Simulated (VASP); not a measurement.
An input for Ansatz (written as the equivalent of a VASP run, and not itself run):

Ansatz 0.2 input:
```yaml
crystal:
  lattice:
    - [0.0000000, 2.5226073, 2.5226073]
    - [2.5226073, 0.0000000, 2.5226073]
    - [2.5226073, 2.5226073, 0.0000000]
  atoms:
    - { symbol: In, position: [0.0000000, 0.0000000, 0.0000000] }
    - { symbol: N, position: [0.2500000, 0.2500000, 0.2500000] }
kpoints:
  mp_grid: { grid: [6, 6, 6] }
hamiltonian:
  xc: pbe
  pseudopotentials: { kind: paw }
magnetization: { noncollinear: true, spin_orbit: true }
scf:
  occupations: { method: gaussian, width: 0.05 }
  max_iter: 100
output: { forces: true, stress: true, eigenvalues: true }
```

Task: Translate this input to VASP (INCAR, KPOINTS, POSCAR, choice of POTCAR).

Result: This is not unique; one that fits is 
### KPOINTS
```
kpoints
0
gamma
6 6 6
0 0 0
```

File POSCAR:
```
InN
1.0
  0.0000000000   2.5226072565   2.5226072565
  2.5226072565   0.0000000000   2.5226072565
  2.5226072565   2.5226072565   0.0000000000
In N
1 1
direct
  0.0000000000   0.0000000000   0.0000000000
  0.2500000000   0.2500000000   0.2500000000
```

**INCAR**
```
SYSTEM = InN
PREC = Accurate
ENCUT = 450
EDIFF = 1E-6
NELM = 100
ALGO = Normal
LREAL = .FALSE.
LASPH = .TRUE.
ISMEAR = 0
SIGMA = 0.05
GGA = PE
LMAXMIX = 4
LWAVE = .TRUE.
LCHARG = .FALSE.
LSORBIT = .TRUE.
MAGMOM = 0 0 0 0 0 0
GGA_COMPAT = .FALSE.
```

POTCAR, in this order: In_d N (PBE.64 set). Program: vasp_ncl.

The two are equivalent in intent, not identical: each code has its own PAW files, so the cut-off isn't converted (ENCUT is set for VASP's; basis.ecutwfc is left out, and Ansatz then takes the one that its files recommend); Ansatz stops its SCF on the density residual and VASP on the energy change (EDIFF).

The compound is InN in the zinc blende structure, a metastable form; wurtzite is the usual one. It was relaxed first. The k-mesh is coarse (spacing up to 0.36 per Å, 2π included), so the numbers may not be converged in it.
